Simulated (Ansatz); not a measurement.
**Relaxation of Sn**

Computed with Ansatz 0.2.0, DFT PBE, scalar-relativistic, plane waves, PAW. Settings: 420 eV cutoff, 16×16×16 k-mesh, Gaussian smearing of 0.10 eV, no spin polarisation.

What was changed in Ba: Ba → Sn on all its sites, cell and atoms relaxed.

Command:

```bash
ansatz run input.yaml --threads 1 --pin off --max-ram 1331MiB --backend cpu --events-out ev --progress --plain --runs-dir out
```

Input:

```yaml
crystal:
  lattice:
    - [0.0, 2.3392937758, 2.3392937758]
    - [2.3392937758, 0.0, 2.3392937758]
    - [2.3392937758, 2.3392937758, 0.0]
  atoms:
    - { symbol: Sn, position: [0.0, 0.0, 0.0] }
basis:
  ecutwfc: 420
kpoints:
  mp_grid: { grid: [16, 16, 16] }
hamiltonian:
  xc: pbe
scf:
  occupations: { method: gaussian, width: 0.1 }
output:
  forces: true
  stress: true
  eigenvalues: true
relax:
  adjacent_minimum: "off"
  f_tol: 0.01
  max_steps: 60
  cell: { stress_tol: 0.1 }
```

F is the free energy. Steps run on the plane waves of an earlier cell, but the last one, and at times one on the way, on a freshly chosen basis, so a repeated geometry can differ a little in energy.

Steps:

| step | F − F(1) (eV) | largest force component (eV/Å) | V (Å³/atom) | P (GPa) |
| --- | --- | --- | --- | --- |
| 1 | 0.0000 | 0.000 | 25.603 | 5.29 |
| 2 | -0.0338 | 0.000 | 28.633 | -1.01 |
| 3 | -0.0359 | 0.000 | 28.101 | -0.17 |
| 4 | -0.0359 | 0.000 | 27.996 | 0.01 |
| 5 | -0.0364 | 0.000 | 27.996 | 0.00 |

Relaxed structure:

```yaml
crystal:
  lattice:
    - [0.00000, 2.41001, 2.41001]
    - [2.41001, 0.00000, 2.41001]
    - [2.41001, 2.41001, 0.00000]
  atoms:
    - { symbol: Sn, position: [0.00000, 0.00000, 0.00000] }
```

Symmetry: Fm-3m, No. 225, cubic system. The conventional cell has a = 4.820 Å, b = 4.820 Å, c = 4.820 Å, α = 90.00°, β = 90.00°, γ = 90.00°. Sn (site symmetry m-3m) is surrounded by 12 Sn at 3.41 Å.

The run converged. The run took roughly 22 core-seconds.